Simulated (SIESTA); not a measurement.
Crystal: WC.

```
W C
1.0
     0.00000    2.19268    2.19268
     2.19268    0.00000    2.19268
     2.19268    2.19268    0.00000
W C
1 1
Cartesian
  0.0000 0.0000 0.0000
  2.1927 2.1927 2.1927
```

Measurements of this composition are mostly on another form, of space group No. 187.

Base run:

| Quantity | Value |
| --- | --- |
| Program | SIESTA 5.4.2 |
| Functional | PBEsol |
| Potentials or basis | PseudoDojo 0.4 standard (PBEsol files) |
| Basis | DZP (energy shift 0.003 Ry; two zetas on semicore shells) |
| Grid cutoff | 800 Ry |
| Energy shift | 0.003 Ry |
| k mesh | 10 × 10 × 10 |
| Occupations | fermi-dirac, width 0.05 eV |
| Spin | no spin polarisation |

Its results: band gap on the k mesh none (metal or under the smearing width); pressure -0.5 GPa.

**Question.** After a change of settings the same cell gave: band gap on the k mesh none (metal or under the smearing width); pressure -7.4 GPa. Which change was it?
A. functional from PBEsol to BLYP; potentials or basis from PseudoDojo 0.4 standard (PBEsol files) to PseudoDojo 0.4 standard (PBE files)
B. functional from PBEsol to LDA; potentials or basis from PseudoDojo 0.4 standard (PBEsol files) to PseudoDojo 0.4 standard (LDA files)
C. functional from PBEsol to vdW-DF-cx; potentials or basis from PseudoDojo 0.4 standard (PBEsol files) to PseudoDojo 0.4 standard (PBE files)
D. functional from PBEsol to AM05

**Answer.** B.

Caveats: short orbitals over semicore shells can move pressures by several GPa; the basis of atomic orbitals isn't converged, which shifts pressures, moduli and gaps; spin-orbit coupling is left out, which moves the levels of the heavy elements (some runs).
